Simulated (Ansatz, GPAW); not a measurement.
One calculation of Sn, 3 ways

```
Sn
1.0
     0.00000    3.23334    3.23334
     3.23334    0.00000    3.23334
     3.23334    3.23334    0.00000
Sn
2
Direct
  0.75000 0.75000 0.75000
  0.50000 0.50000 0.50000
```

This isn't the form of Sn at room conditions, which is tetragonal (white tin).

Alike in all runs: task single point; functional PBE; k mesh 7 × 7 × 7; occupations gaussian, width 0.023 eV; no spin polarisation; no spin-orbit coupling. Pressure is positive in compression and, in plane waves, holds the error of the finite cutoff, which Ansatz's Pulay term estimates and takes out.

```tsv
program and potentials	plane-wave cutoff (eV)	notes	pressure (GPa)
Ansatz, Ansatz PAW	420	Pulay term of +0.03 GPa included	3.83
GPAW, GPAW PAW data sets (gpaw-data 1.2.1)	600	-	3.53
Ansatz, all-electron LAPW, scalar-relativistic	-	-	3.83
```

The pressure spans 3.53 (GPAW, GPAW PAW data sets (gpaw-data 1.2.1)) to 3.83 GPa (Ansatz, Ansatz PAW), with all-electron results at 3.83.

Differences between rows come from potentials, basis sets and numerical settings, since the functional is the same but for its coding. Runs on potential files found faulty are left out.

All three runs put this diamond-type cell of grey tin under compression, so PBE would prefer a larger volume. The cell is close to the measured size, slightly on the small side, and most of the pressure therefore probably reflects the functional rather than real strain in the crystal. PBE's gradient correction favours inhomogeneous densities and tends to weaken and lengthen bonds between heavy atoms, here the sp³ bonds of an open tetrahedral network with diffuse 5s and 5p orbitals.

The Ansatz PAW result matches the all-electron value of 3.83 GPa, which suggests that its potential describes the core-valence interaction well at this volume. GPAW's lower 3.53 GPa may come from its data set or from remaining basis-set error, but it doesn't alter the sign or the physical reading. A pressure at a single volume fixes neither the equilibrium lattice constant nor the bulk modulus, and it says nothing about the energy order of grey and white tin.
